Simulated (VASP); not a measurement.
Li2O (antifluorite) relaxed at rising pressure, in one space group throughout; other phases were not tried. The pressures are those reached. Calculation: PBE GGA, VASP's PBE PAW potentials (set 64) (plane waves; VASP).

```
P (GPa)  V (Å³/atom)  k-mesh
-------  -----------  ------
-0.11          8.218   8×8×8
4.97           7.773   8×8×8
10.03          7.425   9×9×9
20.08          6.899   9×9×9
30.14          6.506   9×9×9
```

A change of mesh leaves a small step in the series.

Q: Fit an equation of state and predict the volume at 45.20 GPa.

A: Least squares on the third-order Birch-Murnaghan form, P = (3B0/2)(y⁷ − y⁵)[1 + (3/4)(B′ − 4)(y² − 1)] with y = (V0/V)^(1/3), gives V0 = 8.207 Å³/atom, B0 = 82 GPa and B′ = 3.9, and so 6.061 Å³/atom. The run gave 6.062 Å³/atom, +0.0 % from the fit.

Pressures at which the relaxation failed are left out.

The compound is Li2O in the antifluorite structure. The cell was not relaxed at this level.
